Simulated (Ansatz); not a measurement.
## VO2: field gradients at two levels of theory

Cell: an entry of the Crystallography Open Database (COD), whose atoms a relaxation with PBE at fixed cell left in place.

```cif
data_VO2
_symmetry_space_group_name_H-M 'P4_2/mnm'
_symmetry_Int_Tables_number 136
_cell_length_a 4.5546
_cell_length_b 4.5546
_cell_length_c 2.8528
_cell_angle_alpha 90.000
_cell_angle_beta 90.000
_cell_angle_gamma 90.000
loop_
_atom_site_label
_atom_site_type_symbol
_atom_site_symmetry_multiplicity
_atom_site_Wyckoff_symbol
_atom_site_fract_x
_atom_site_fract_y
_atom_site_fract_z
V V 2 a 0.0000 0.0000 0.0000
O O 4 f 0.3001 0.3001 0.0000
```

One atom of each set is listed.

First run. The numbers come from a DFT calculation in Ansatz (PBE, plane waves and PAW, scalar-relativistic, collinear spin, 420 eV cutoff, Γ-centred 10×10×16 k-points, Fermi–Dirac smearing 0.05 eV). Start moments as typed (μB): 1 on each V, none on the rest.

```csv
site,V_zz (10²¹ V/m²),η,m (μB)
V,-0.71,0.09,0.83
O,-2.91,0.90,-0.05
```

Second run. The same atoms and settings, except that the functional is r2SCAN and the cutoff is 500 eV.

Task: Given the first result, estimate the second.

Result: 

```json
{"site": "V", "V_zz": "0.85", "η": "0.16", "change of V_zz": "+1.56", "m (μB)": "0.90"}
{"site": "O", "V_zz": "-3.08", "η": "0.80", "change of V_zz": "-0.17", "m (μB)": "-0.08"}
```

The largest change of V_zz is on V, from -0.71 to 0.85. In per cent, |V_zz| changes by +6 on O (all sites that start above 2). On V V_xx and V_yy change places (or their axes turn by over 50°), so the two values of η hide a larger change. V_zz changes sign on V (same axis). The absolute magnetisation of the cell goes from 2.4 to 2.7 μB.

The run finds no gap above 0.1 eV (a metal, or nearly one), so the gradients can move by 10 % or more with the k-mesh. Semilocal functionals can leave a metal where correlation in the d or f shell opens a gap in the real compound, and that would change the values at and beside V. All moments are parallel here, as the start or the cell imposes; many such compounds order antiparallel, where fields and spin densities carried over to other atoms largely cancel. The magnetic order is the one that the run reached from its start moments, not necessarily the measured one.
For the second run: At this cell the principal stresses reach 5 GPa in size with r2SCAN, which can matter for small gradients. The program didn't check the stability of this electronic state in full, so a lower one may lie near.
